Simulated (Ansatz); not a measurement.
# How much does W in Au(111), 2x2 scatter?, part 3 of 3

Wanted: the reflection from a plane of defects, W in Au(111), 2x2, and the resistivity it implies.

Ansatz 0.2.0; Ansatz plane-wave DFT, PBE, PAW files; ballistic transport by layer matching (Landauer), zero bias; PAW set soft_1 (the session's first sound run).

So far, resistivity per at.% scaled from this dense plane, with the factor 3/4 for isotropic scattering (µΩ cm): step 3 (resistance at ideal sites) 25.4.

## Step 5: Transmission after relaxation, relaxed yes

The transmission is solved again on the relaxed atoms.

This step: Ansatz plane-wave DFT, PBE, PAW files; ballistic transport by layer matching (Landauer), zero bias; PAW set soft_1 (Ansatz 0.2.0).

The input, input.yaml:

```yaml
crystal:
  lattice:
    - [5.7675164608, 0.0, 0.0]
    - [-2.8837582304, 4.9948157717, 0.0]
    - [-1.4418791152, 0.8324692953, 25.9003660885]
  atoms:
    - { symbol: Au, position: [0.0075757576, 0.9924242424, 0.0454545455] }
    - { symbol: Au, position: [0.0075757576, 0.4924242424, 0.0454545455] }
    - { symbol: Au, position: [0.5075757576, 0.9924242424, 0.0454545455] }
    - { symbol: Au, position: [0.5075757576, 0.4924242424, 0.0454545455] }
    - { symbol: Au, position: [0.1893939394, 0.3106060606, 0.1363636364] }
    - { symbol: Au, position: [0.1893939394, 0.8106060606, 0.1363636364] }
    - { symbol: Au, position: [0.6893939394, 0.3106060606, 0.1363636364] }
    - { symbol: Au, position: [0.6893939394, 0.8106060606, 0.1363636364] }
    - { symbol: Au, position: [0.3712121212, 0.1287878788, 0.2272727273] }
    - { symbol: Au, position: [0.3712121212, 0.6287878788, 0.2272727273] }
    - { symbol: Au, position: [0.8712121212, 0.1287878788, 0.2272727273] }
    - { symbol: Au, position: [0.8712121212, 0.6287878788, 0.2272727273] }
    - { symbol: Au, position: [0.0544985511, 0.946987925, 0.3183394521] }
    - { symbol: Au, position: [0.0537026705, 0.4462973295, 0.3196279186] }
    - { symbol: Au, position: [0.552844165, 0.947155835, 0.3183070387] }
    - { symbol: Au, position: [0.553012075, 0.4455014489, 0.3183394521] }
    - { symbol: Au, position: [0.2376378155, 0.2623621845, 0.4110435266] }
    - { symbol: Au, position: [0.2376142584, 0.7680942689, 0.4110879902] }
    - { symbol: Au, position: [0.7319057311, 0.2623857416, 0.4110879902] }
    - { symbol: Au, position: [0.7350598898, 0.7649401102, 0.4076348857] }
    - { symbol: W, position: [0.4166666667, 0.0833333333, 0.5] }
    - { symbol: Au, position: [0.4166666667, 0.5833333333, 0.5] }
    - { symbol: Au, position: [0.9166666667, 0.0833333333, 0.5] }
    - { symbol: Au, position: [0.9166666667, 0.5833333333, 0.5] }
    - { symbol: Au, position: [0.1014276022, 0.904280925, 0.5889120098] }
    - { symbol: Au, position: [0.0982734435, 0.4017265565, 0.5923651143] }
    - { symbol: Au, position: [0.5956955178, 0.9043044822, 0.5889564734] }
    - { symbol: Au, position: [0.595719075, 0.3985723978, 0.5889120098] }
    - { symbol: Au, position: [0.2804891684, 0.2195108316, 0.6816929613] }
    - { symbol: Au, position: [0.2803212583, 0.7211652178, 0.6816605479] }
    - { symbol: Au, position: [0.7788347822, 0.2196787417, 0.6816605479] }
    - { symbol: Au, position: [0.7796306628, 0.7203693372, 0.6803720814] }
    - { symbol: Au, position: [0.4621212121, 0.0378787879, 0.7727272727] }
    - { symbol: Au, position: [0.4621212121, 0.5378787879, 0.7727272727] }
    - { symbol: Au, position: [0.9621212121, 0.0378787879, 0.7727272727] }
    - { symbol: Au, position: [0.9621212121, 0.5378787879, 0.7727272727] }
    - { symbol: Au, position: [0.1439393939, 0.8560606061, 0.8636363636] }
    - { symbol: Au, position: [0.1439393939, 0.3560606061, 0.8636363636] }
    - { symbol: Au, position: [0.6439393939, 0.8560606061, 0.8636363636] }
    - { symbol: Au, position: [0.6439393939, 0.3560606061, 0.8636363636] }
    - { symbol: Au, position: [0.3257575758, 0.1742424242, 0.9545454545] }
    - { symbol: Au, position: [0.3257575758, 0.6742424242, 0.9545454545] }
    - { symbol: Au, position: [0.8257575758, 0.1742424242, 0.9545454545] }
    - { symbol: Au, position: [0.8257575758, 0.6742424242, 0.9545454545] }
kpoints:
  mp_grid: { grid: [5, 5, 1] }
hamiltonian:
  xc: pbe
  pseudopotentials: { kind: paw, azcp: { folder: soft_1 } }
scf:
  occupations: { method: fermi_dirac, width: 0.1 }
output:
  transmission:
    leads: [[0, 4]]
    kmesh: [10, 10]
    e_range: [-0.05, 0.05]
    de: 0.05
  write_potential: true
  write_density: true
  volumetric_format: npy
```

Started as:

```
ansatz run input.yaml --threads 4 --pin off --max-ram 15360MiB --backend cpu --events-out ev --progress --plain --runs-dir out
```

Numbers of over 12 decimals in the logs are rounded to 6 here.

What it wrote:

```text
[...]
Crystal: 44 atoms, lattice volume = 746.130 Å³
Basis set: ecut = 420 eV, 14649 PW (Γ)
Bands: 499, of which v1, the nominal top of the filled ones, is band 416 counted from 1 (415 counted from 0)
Symmetry: 4 space group operations
[...]
k-points: 9 of 25
[...]
SCF iter   1: F=—  HF=-575908.855148 eV  |F-HF|=—  |Δ(HF+E_count)|=         —  Δρ=9.22e-2  dr2=6.38e2  ethr=3.10e-3  ⟨swp⟩=4.1  Hψ=13354  notcnv=0  defer=125
[...]
SCF iter  13: F=-575884.395155 eV  HF=-575884.395155 eV  |F-HF|=5.36e-9  |Δ(HF+E_count)|=   7.68e-9  Δρ=3.99e-7  dr2=5.96e-9  ethr=1.20e-11  ⟨swp⟩=2.0  Hψ=8253  notcnv=0
SCF 1 converged in 13 iterations: F = -575884.395155 eV  dr2 = 5.96e-9
[...]
transmission: 114 of 1116 steps passed
transmission: 226 of 1116 steps passed
[...]
transmission: 1116 of 1116 steps passed
SCF converged after 13 iterations
Free energy (F): -575884.395155 eV
[...]
Internal energy: -575883.708248 eV  (E = F + TS)
E sigma→0 (E₀):  -575884.051701 eV
Entropy (-TS):   -0.686907 eV (-15.612 meV/atom)
Fermi energy:    20.736938 eV
[...]
--- Band table (eV; the first three rows and the last of 9) ---
  k-point 0: bands = [... 412 lower, 20.9276, 21.0806, 21.1489, 21.1534, 21.3728, 21.4811, 21.4920, 21.6096, ... 79 higher]
  k-point 1: bands = [... 412 lower, 20.5283, 20.6305, 20.6964, 20.7129, 20.7750, 20.8471, 20.8945, 20.9998, ... 79 higher]
  k-point 2: bands = [... 412 lower, 20.4985, 20.5662, 20.5826, 20.6411, 20.7482, 20.7970, 20.8673, 21.1196, ... 79 higher]
  k-point 8: bands = [... 412 lower, 20.5088, 20.5319, 20.5772, 20.5883, 20.6620, 20.9098, 20.9138, 20.9489, ... 79 higher]
--- Transmission ---
  basis      : 253 plane waves across, 36 finite elements along
  points     : 31, standing for a mesh of 10 x 10
[...]
channels       : 3.210000e0 a spin
[...]
junction   : crystal 0 to crystal 0, 0.70 to 24.24 Å
    transmission   : 1.177056e0 a spin
[...]
```

Run time: 6 min. Hardware: 4 threads of Arm Neoverse V1, shared host; peak memory 6.5 GiB; 23 min of CPU time.

Numbers from this step:

```
free energy                                    : -575884.3952 eV
energy at zero smearing                        : -575884.0517 eV
transmission per spin nearest the Fermi level  : 1.177
open channels per spin nearest the Fermi level : 3.21
step of the lead's potential                   : 10.7 meV
```

Per spin. Table of transmission, zone mean by energy, zero at the Fermi level:

```
energy (eV)  transmission, zone mean
    -0.0500                     1.23
     0.0000                     1.18
     0.0500                     1.09
```

Transmission over k1 and k2. At 0.0000 eV from the Fermi level.

Values, 10 rows by 10 columns:
```
0.27 1.48 1.21 1.28 1.21 1.49 0.28 1.06 0.53 1.04
1.05 1.21 1.98 0.87 0.89 1.97 1.22 1.06 0.54 0.53
1.06 1.28 0.87 1.85 1.90 1.86 0.88 1.31 1.06 1.06
0.27 1.21 0.89 1.90 1.81 1.81 1.90 0.88 1.22 0.28
1.46 1.49 1.97 1.86 1.81 0.76 1.81 1.86 1.97 1.49
0.27 0.28 1.22 0.88 1.90 1.81 1.81 1.90 0.89 1.21
1.06 1.06 1.06 1.31 0.88 1.86 1.90 1.85 0.87 1.28
1.05 0.53 0.54 1.06 1.22 1.97 0.89 0.87 1.98 1.21
0.27 1.04 0.53 1.06 0.28 1.49 1.21 1.28 1.21 1.48
1.45 0.27 1.05 1.06 0.27 1.46 0.27 1.06 1.05 0.27
```
Columns: k1 (b1) from -0.5 to 0.4; rows upwards: k2 (b2) from -0.5 to 0.4.

Over the solved energies the transmission per spin lies between 1.09 and 1.23, out of 3.21 channels of the lead on average (up to 3.21).

## Step 6: Resistance after relaxation

This step: Ansatz plane-wave DFT, PBE, PAW files; ballistic transport by layer matching (Landauer), zero bias; area resistance of the defect plane and resistivity an atomic per cent; PAW set soft_1 (Ansatz 0.2.0).

Numbers from this step:

* area resistance: 2.030 fΩ m²
* T over the leads' mean channel count: 0.3633
* resistivity per at.% scaled from this dense plane, with the factor 3/4 for isotropic scattering: 25.86 µΩ cm

Averaged over the energies near the Fermi level, 36.3 % of the channels pass, which makes 2.03 fΩ m², against 2.00 on ideal sites.

## Step 7: Summary of results

```
share of channels that pass, rigid                                : 0.369
area resistance, rigid                                            : 2.00 fΩ m²
resistivity per at.% from the area resistance, times 3/4, rigid   : 25.4 µΩ cm
share of channels that pass, relaxed                              : 0.363
area resistance, relaxed                                          : 2.03 fΩ m²
resistivity per at.% from the area resistance, times 3/4, relaxed : 25.9 µΩ cm
```

In words: The plane of defects adds 2.0 fΩ m². Scaled to one atomic per cent that is 34 µΩ cm as it stands and 26 with the factor 3/4 for isotropic scattering on a spherical Fermi surface; with the reflection in place of the resistance taken as linear in the density it would be 9.4. These are rough estimates of the dilute value, not bounds. One W in each 2x2 cell reflects 64 % of the lead's channels. The relaxed cell differs by 1.7 % in resistance; between the two runs the lead's own channel count goes from 3.19 to 3.21, so sampling may have a part in it. The defects form a dense periodic sheet that scatters coherently, unlike a dilute random alloy. T and N are means over the solved energies nearest the Fermi level. Spin-orbit coupling is left out, which matters for Au and W.

[Logs are printed without paths, hosts, clocks, repeated set-up lines and the standing remarks that a program may print on its own settings, such as how far it seeks lower states.]

[Hosts, paths, dates, database ids (printed as entryN), source tags and the programs' standing remarks are cut or masked in the printed files.]
